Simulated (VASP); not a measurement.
# ZnSe (F-43m) in VASP: Born charges and dielectric tensor with LDA

Aim: the Born charges and dielectric tensor of ZnSe with LDA.

All numbers are computed with VASP 6.6.1; they aren't measurements. Logs are shortened: lines on timing, memory, paths and dates and some standing lists are left out, and cuts for length are marked.

**Measured values to compare with.**

“Alloy Disordering Effects on the Thermal Conductivity and Energy Gap Temperature Dependence of Cd1−xZnxSe Ternary Crystals Grown by the Bridgman Method”, 2023, pmc:10253836 reports, for a bulk crystal of ZnSe at 300 K: band gap 2.695 ± 0.003 eV (an exciton energy, a little under the gap).

A printed reference work, textbook reports, for a bulk crystal of ZnSe: high-frequency dielectric constant 5.9.

How close the calculation comes is told below.

### 1 The crystal as given

The structure is cubic, space group F-43m (No. 216). The conventional cell has a = 5.576 Å, b = 5.576 Å, c = 5.576 Å, α = 90.00°, β = 90.00°, γ = 90.00°. Around Zn (site symmetry -43m) lie 4 Se at 2.41 Å. Around Se (site symmetry -43m) lie 4 Zn at 2.41 Å.

The cell is a database's computed one.

### 2 Born charges and dielectric tensor, LDA

The input, INCAR:

```
SYSTEM = ZnSe
PREC = Accurate
ENCUT = 600
EDIFF = 1E-8
ISMEAR = 0
SIGMA = 0.02
LREAL = .False.
LASPH = .True.
NELM = 60
ALGO = Normal
ISIF = 2
LWAVE = .False.
LCHARG = .False.
LEPSILON = .True.
IBRION = 8
NSW = 1
```

The input, KPOINTS:

```
Automatic mesh
0
Gamma
  8 8 8
  0 0 0
```

The input, POSCAR:

```
ZnSe
1.0
    0.0000000000      2.7880600000      2.7880600000
    2.7880600000      0.0000000000      2.7880600000
    2.7880600000      2.7880600000      0.0000000000
Zn Se
1 1
Direct
    0.0000000000      0.0000000000      0.0000000000
    0.2500000000      0.2500000000      0.2500000000
```

Potentials or basis: VASP PAW LDA potentials, release 64 (Zn, Se).

Started as:

```sh
cat potpaw_LDA.64/Zn/POTCAR potpaw_LDA.64/Se/POTCAR > POTCAR
mpirun -np 1 vasp_std > vasp.out
```

OUTCAR:

```text
SYSTEM = ZnSe
   PREC = Accurate
   ENCUT = 600
   EDIFF = 1E-8
   ISMEAR = 0
   LREAL = .False.
   LASPH = .True.
   NELM = 60
   ISIF = 2
   LEPSILON = .True.
   IBRION = 8
   NSW = 1

 ion  position               nearest neighbor table
   1  0.000  0.000  0.000-   2 2.41   2 2.41   2 2.41   2 2.41
   2  0.250  0.250  0.250-   1 2.41   1 2.41   1 2.41   1 2.41

  LATTYP: Found a face centered cubic cell.
 ALAT       =     5.5761200000

  Lattice vectors:

 A1 = (   0.0000000000,   2.7880600000,   2.7880600000)
 A2 = (   2.7880600000,   0.0000000000,   2.7880600000)
 A3 = (   2.7880600000,   2.7880600000,   0.0000000000)

Analysis of symmetry for initial positions (statically):
=====================================================================
 Subroutine PRICEL returns:
 Original cell was already a primitive cell.

 Routine SETGRP: Setting up the symmetry group for a
 face centered cubic supercell.

 Subroutine GETGRP returns: Found 24 space group operations
 (whereof 24 operations were pure point group operations)
 out of a pool of 48 trial point group operations.

The static configuration has the point symmetry T_d .

Analysis of symmetry for dynamics (positions and initial velocities):
=====================================================================
 Subroutine PRICEL returns:
 Original cell was already a primitive cell.

 Routine SETGRP: Setting up the symmetry group for a
 face centered cubic supercell.

 Subroutine GETGRP returns: Found 24 space group operations
 (whereof 24 operations were pure point group operations)
 out of a pool of 48 trial point group operations.

The dynamic configuration has the point symmetry T_d .

 Subroutine INISYM returns: Found 24 space group operations
 (whereof 24 operations are pure point group operations),
 and found     1 'primitive' translations

----------------------------------------------------------------------------------------

                                     Primitive cell

  volume of cell :      43.3447

  direct lattice vectors                    reciprocal lattice vectors
     0.000000000  2.788060000  2.788060000    -0.179336169  0.179336169  0.179336169
     2.788060000  0.000000000  2.788060000     0.179336169 -0.179336169  0.179336169
     2.788060000  2.788060000  0.000000000     0.179336169  0.179336169 -0.179336169

  length of vectors
     3.942912265  3.942912265  3.942912265     0.310619357  0.310619357  0.310619357

  position of ions in fractional coordinates (direct lattice)
     0.000000000  0.000000000  0.000000000
     0.250000000  0.250000000  0.250000000

  ion indices of the primitive-cell ions
   primitive index   ion index
                 1           1
                 2           2

----------------------------------------------------------------------------------------

 KPOINTS: Automatic mesh

Automatic generation of k-mesh.
 Grid dimensions read from file:
 generate k-points for:    8    8    8

 Generating k-lattice:

  Cartesian coordinates                     Fractional coordinates (reciprocal lattice)
    -0.022417021  0.022417021  0.022417021     0.125000000  0.000000000  0.000000000
     0.022417021 -0.022417021  0.022417021     0.000000000  0.125000000  0.000000000
     0.022417021  0.022417021 -0.022417021     0.000000000  0.000000000  0.125000000

  Length of vectors
     0.038827420  0.038827420  0.038827420

  Shift w.r.t. Gamma in fractional coordinates (k-lattice)
     0.000000000  0.000000000  0.000000000

 Subroutine IBZKPT returns following result:
 ===========================================

 Found     29 irreducible k-points:

 Following reciprocal coordinates:
            Coordinates               Weight
  0.000000  0.000000  0.000000      1.000000
[... 490 lines left out ...]
     0.000000000  2.788060000  2.788060000    -0.179336169  0.179336169  0.179336169
     2.788060000  0.000000000  2.788060000     0.179336169 -0.179336169  0.179336169
     2.788060000  2.788060000  0.000000000     0.179336169  0.179336169 -0.179336169

 POSITION                                       TOTAL-FORCE (eV/Angst)
 -----------------------------------------------------------------------------------
      0.00000      0.00000      0.00000         0.000000     -0.000000      0.000000
      1.39403      1.39403      1.39403        -0.000000      0.000000     -0.000000
 -----------------------------------------------------------------------------------
    total drift:                                0.000000      0.000000      0.000000

  FREE ENERGIE OF THE ION-ELECTRON SYSTEM (eV)
  ---------------------------------------------------
  free  energy   TOTEN  =        -7.3719063089 eV

  energy  without entropy=       -7.3719063089  energy(sigma->0) =       -7.37190631

 HEAD OF MICROSCOPIC STATIC DIELECTRIC TENSOR (INDEPENDENT PARTICLE, excluding Hartree and local field effects)
 ------------------------------------------------------
           8.621577    -0.000000    -0.000000
           0.000000     8.621577     0.000000
          -0.000000     0.000000     8.621577
 ------------------------------------------------------

 Free energy of the ion-electron system (eV)
  ---------------------------------------------------
  ---------------------------------------------------
  free energy    TOTEN  =        -0.89742536 eV

  energy without entropy =       -0.89742536

------------------------ aborting loop because EDIFF is reached ----------------------------------------

--------------------------------------- Ionic step        2  -------------------------------------------

------------------------ aborting loop because EDIFF is reached ----------------------------------------

--------------------------------------- Ionic step        3  -------------------------------------------

------------------------ aborting loop because EDIFF is reached ----------------------------------------

 PIEZOELECTRIC TENSOR FIELD DIRECTION 3  (e Angst)
 -----------------------------------------------------------------------------
    -0.00022 -1.88551  0.00000           (  0.00000  0.03362  0.00000)
    -1.88551 -0.00022  0.00000           (  0.03362  0.00000  0.00000)
     0.00000  0.00000 -0.00121           (  0.00000  0.00000 -0.00000)

 PIEZOELECTRIC TENSOR FIELD DIRECTION 3  (C/m^2)
 -----------------------------------------------------------------------------
    -0.00008 -0.69695  0.00000
    -0.69695 -0.00008  0.00000
     0.00000  0.00000 -0.00045

--------------------------------------- Ionic step        4  -------------------------------------------

------------------------ aborting loop because EDIFF is reached ----------------------------------------

[... ionic steps 5 to 6 ...]

--------------------------------------- Ionic step        7  -------------------------------------------

 Free energy of the ion-electron system (eV)
  ---------------------------------------------------
  ---------------------------------------------------
  free energy    TOTEN  =        -0.08242978 eV

  energy without entropy =       -0.08242978

------------------------ aborting loop because EDIFF is reached ----------------------------------------

 INTERNAL STRAIN TENSOR  FOR ION    2  DIRECTION 1   (eV/Angst):
 -----------------------------------------------------------------------------
     0.00837  0.00000  0.00000
     0.00000  0.00181 -6.11462
     0.00000 -6.11462  0.00181

 MACROSCOPIC STATIC DIELECTRIC TENSOR (including local field effects in DFT)
 ------------------------------------------------------
           8.107581    -0.000000    -0.000000
          -0.000000     8.107581     0.000000
          -0.000000     0.000000     8.107581
 ------------------------------------------------------

 PIEZOELECTRIC TENSOR (including local field effects)  for field in x, y, z        (e  Angst)
          XX          YY          ZZ          XY          YZ          ZX
  --------------------------------------------------------------------------------
  x     0.00000     0.00000     0.00000     0.00000    -1.90212     0.00000
  y     0.00000     0.00000     0.00000     0.00000    -0.00000    -1.90212
  z    -0.00000     0.00000    -0.00000    -1.90212     0.00000    -0.00000

 PIEZOELECTRIC TENSOR (including local field effects)  for field in x, y, z        (C/m^2)
          XX          YY          ZZ          XY          YZ          ZX
  --------------------------------------------------------------------------------
  x     0.00000     0.00000     0.00000     0.00000    -0.70309     0.00000
  y     0.00000     0.00000     0.00000     0.00000    -0.00000    -0.70309
  z    -0.00000     0.00000    -0.00000    -0.70309     0.00000    -0.00000

 BORN EFFECTIVE CHARGES (including local field effects) (in |e|, cummulative output)
 ---------------------------------------------------------------------------------
 ion    1
    1     2.01264     0.00000     0.00000
    2     0.00000     2.01264     0.00000
    3     0.00000     0.00000     2.01264
 ion    2
    1    -2.01264     0.00000     0.00000
    2     0.00000    -2.01264     0.00000
    3     0.00000     0.00000    -2.01264

 INTERNAL STRAIN TENSOR FOR ION    2 for displacements in x,y,z  (eV/Angst):
          X           Y           Z          XY          YZ          ZX
  --------------------------------------------------------------------------------
  x     0.00000     0.00000     0.00000     0.00000    -6.11462     0.00000
  y     0.00000     0.00000     0.00000     0.00000     0.00000    -6.11462
  z     0.00000     0.00000     0.00000    -6.11462     0.00000     0.00000

 SECOND DERIVATIVES (NOT SYMMETRIZED)
 ------------------------------------
               1X          1Y          1Z          2X          2Y          2Z
  1X    -6.190508    0.000000    0.000000    6.190508    0.000000    0.000000
  1Y     0.000000   -6.190508    0.000000    0.000000    6.190508    0.000000
  1Z     0.000000    0.000000   -6.190508    0.000000    0.000000    6.190508
  2X     6.263343    0.000000    0.000000   -6.263343    0.000000    0.000000
  2Y     0.000000    6.263343    0.000000    0.000000   -6.263343    0.000000
  2Z     0.000000    0.000000    6.263343    0.000000    0.000000   -6.263343

 Eigenvectors and eigenvalues of the dynamical matrix
 ----------------------------------------------------

   1 f  =    6.521074 THz    40.973117 2PiTHz  217.519621 cm-1    26.968984 meV
             X         Y         Z           dx          dy          dz
      0.000000  0.000000  0.000000     0.000000   -0.737633    0.000000
      1.394030  1.394030  1.394030    -0.000000    0.675201   -0.000000
[... 21 lines left out ...]
   6 f/i=    0.018995 THz     0.119348 2PiTHz    0.633601 cm-1     0.078556 meV
             X         Y         Z           dx          dy          dz
      0.000000  0.000000  0.000000    -0.055921   -0.036698   -0.671880
      1.394030  1.394030  1.394030    -0.061092   -0.040092   -0.734005

--------------------------------------------------------------------------------------------------------

 MACROSCOPIC STATIC DIELECTRIC TENSOR IONIC CONTRIBUTION
 ------------------------------------------------------
           2.715700     0.000000     0.000000
           0.000000     2.715700    -0.000000
           0.000000    -0.000000     2.715700
 ------------------------------------------------------

 ELASTIC MODULI CONTR FROM IONIC RELAXATION (kBar)
 Direction    XX          YY          ZZ          XY          YZ          ZX
 --------------------------------------------------------------------------------
 XX          -0.0000      0.0000      0.0000     -0.0000      0.0000     -0.0000
 YY           0.0000     -0.0000     -0.0000     -0.0000     -0.0000      0.0000
 ZZ           0.0000     -0.0000     -0.0000      0.0000     -0.0000     -0.0000
 XY          -0.0000     -0.0000      0.0000   -222.1609     -0.0000      0.0000
 YZ           0.0000     -0.0000     -0.0000     -0.0000   -222.1609     -0.0000
 ZX          -0.0000      0.0000     -0.0000      0.0000     -0.0000   -222.1609
 --------------------------------------------------------------------------------

 PIEZOELECTRIC TENSOR IONIC CONTR  for field in x, y, z        (C/m^2)
          XX          YY          ZZ          XY          YZ          ZX
  --------------------------------------------------------------------------------
  x    -0.00000     0.00000     0.00000     0.00000     0.73088     0.00000
  y     0.00000    -0.00000     0.00000    -0.00000     0.00000     0.73088
  z     0.00000     0.00000    -0.00000     0.73088     0.00000    -0.00000
```

Wall time 4.6 min (1 thread of Intel Xeon Platinum 8488C (Sapphire Rapids), shared host); peak memory 0.31 GiB.

Results:

* Band gap on the k mesh: 1.27 eV, direct
* Electronic dielectric tensor (diagonal): 8.11
* Born charges (mean of the diagonal): Zn +2.01; Se -2.01 e
* Highest phonon frequency at Γ, LO-TO splitting left out: 218 cm⁻¹

Levels at points of the mesh, in eV from the valence-band top:
| k point | band 6 | band 7 | band 8 | band 9 | band 10 | band 11 | band 12 | band 13 |
| --- | --- | --- | --- | --- | --- | --- | --- | --- |
| (0.00, 0.00, 0.00) | -6.46 | 0.00 | 0.00 | 0.00 | 1.27 | 5.69 | 5.69 | 5.69 |
| (0.50, 0.00, 0.00) | -6.29 | -5.61 | -0.95 | -0.95 | 2.46 | 6.27 | 6.27 | 8.48 |
| (0.50, 0.50, 0.00) | -6.26 | -5.05 | -2.38 | -2.38 | 2.70 | 3.32 | 10.89 | 11.43 |

Phonon frequencies in cm⁻¹ (negative: imaginary):
```csv
q point,frequencies
"(0.000, 0.000, 0.000)",-1 -1 -1 218 218 218
```

Electronic dielectric tensor:
```
8.11 0.00 0.00
0.00 8.11 0.00
0.00 0.00 8.11
```

Born effective charge tensors (e):
atom 1, Zn
```
2.01 0.00 0.00
0.00 2.01 0.00
0.00 0.00 2.01
```
atom 2, Se
```
-2.01  0.00  0.00
 0.00 -2.01  0.00
 0.00  0.00 -2.01
```

### 3 Comparison with measurements

Step 2. Measured gap of ZnSe: 2.695 eV (an exciton energy, a little under the gap; 300 K; “Alloy Disordering Effects on the Thermal Conductivity and Energy Gap Temperature Dependence of Cd1−xZnxSe Ternary Crystals Grown by the Bridgman Method”, 2023, pmc:10253836). This calculation gives 1.27 eV (-1.42 eV). So large a miss can be the level of theory's own, or it may mean another phase, state or a wrong row. Spin-orbit coupling on Se is left out. The value is that of LDA, without temperature or zero-point motion. Semilocal functionals fall short of measured gaps as a rule. The cell is a database's relaxed one, not the measured one, which moves gaps too. Against the measured high-frequency dielectric constant of ZnSe, 5.9 (a printed reference work, textbook), the calculated 8.11 is off by +37.4 %. So large a miss can be the level of theory's own, or it may mean another phase, state or a wrong row.
